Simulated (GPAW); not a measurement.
Input of a GPAW 26.7.0 run:

The input run.py:

```python
import numpy as np
from ase import Atoms
from ase.dft.bandgap import bandgap
from ase.io import write
from ase.units import GPa
from gpaw import GPAW, PW
from gpaw.spinorbit import soc_eigenstates

atoms = Atoms(['Mo', 'S', 'S'],
              cell=[[3.2274645616, 0.0, 0.0],
                    [-1.6137322808, 2.7950663001, 0.0],
                    [0.0, 0.0, 6.31247342]],
              scaled_positions=[[0.0, 0.0, 0.5],
                                [0.6666666667, 0.3333333333, 0.74468068],
                                [0.3333333333, 0.6666666667, 0.25531932]],
              pbc=True)

calc = GPAW(mode=PW(600),
            xc='MGGA_X_R2SCAN+MGGA_C_R2SCAN',
            kpts={'size': (7, 7, 3), 'gamma': True},
            occupations={'name': 'fermi-dirac', 'width': 0.05},
            nbands=25,
            convergence={'density': 1e-05, 'energy': 1e-05},
            maxiter=150,
            txt='gpaw.txt')
atoms.calc = calc
energy = atoms.get_potential_energy()
forces = atoms.get_forces()
stress = atoms.get_stress()
calc.write('gs.gpw')
write('result.traj', atoms)
print(f'Energy: {energy:.6f} eV')
print('Forces (eV/A):')
print(forces.round(4))
print('Stress (GPa):', (stress / GPa).round(3))
print('Fermi level:', round(calc.get_fermi_level(), 4), 'eV')
print(f'Gap: {bandgap(calc)[0]:.4f} eV, direct: {bandgap(calc, direct=True)[0]:.4f} eV')

path = atoms.cell.bandpath('GMKGALHA,LM,KH', npoints=100, eps=1e-4)
bs_calc = calc.fixed_density(kpts=path, symmetry='off', nbands=39,
                             convergence={'bands': 'CBM+6.0', 'eigenstates': 1e-6}, txt='bands.txt')
bs = bs_calc.band_structure()
bs.write('bs.json')
print(f'Gap on the path: {bandgap(bs_calc)[0]:.4f} eV')

soc = soc_eigenstates(bs_calc, theta=0, phi=0, ignore_xc_potential=True)
np.savetxt('soc_bands.dat', soc.eigenvalues(), fmt='%.4f')
mesh = soc_eigenstates('gs.gpw', theta=0, phi=0, ignore_xc_potential=True)
np.savetxt('soc_mesh.dat', mesh.eigenvalues(), fmt='%.4f')
print('Fermi level with spin-orbit coupling:', round(mesh.fermi_level, 4), 'eV')
```

Potentials or basis: GPAW PAW data sets (gpaw-data 1.2.1), pw.

Command:

```bash
$ OMP_NUM_THREADS=1 python run.py
```

Question: Predict the band gap along the path.

Answer: None (metal or under the smearing width).

Question: What does it give for the pressure?

Answer: 0.3 GPa.

Levels at the corners of the path, in eV from the Fermi level:
```tsv
point	band 23	band 24	band 25	band 26	band 27	band 28	band 29	band 30
Γ	-1.12	-1.12	-1.07	-1.07	-0.55	-0.55	-0.47	-0.47
M	-2.03	-2.03	-1.88	-1.88	0.81	0.81	1.66	1.66
K	-3.73	-3.73	0.55	0.55	0.67	0.67	0.78	0.78
Γ	-1.12	-1.12	-1.07	-1.07	-0.55	-0.55	-0.47	-0.47
A	-1.13	-1.13	-0.62	-0.62	-0.54	-0.54	-0.17	-0.17
L	-2.25	-2.25	-1.87	-1.87	0.81	0.81	1.67	1.67
H	-4.08	-4.08	0.23	0.23	0.32	0.32	0.58	0.58
A	-1.13	-1.13	-0.62	-0.62	-0.54	-0.54	-0.17	-0.17
L	-2.25	-2.25	-1.87	-1.87	0.81	0.81	1.67	1.67
M	-2.03	-2.03	-1.88	-1.88	0.81	0.81	1.66	1.66
K	-3.73	-3.73	0.55	0.55	0.67	0.67	0.78	0.78
H	-4.08	-4.08	0.23	0.23	0.32	0.32	0.58	0.58
```

Caveat: spin-orbit coupling was added after a scalar SCF, so levels and gaps hold it while energy, forces, pressure and moments don't; this program's spin-orbit splittings come out too wide for heavy elements; the PAW data sets were made with another functional, which shifts forces and pressure a little.
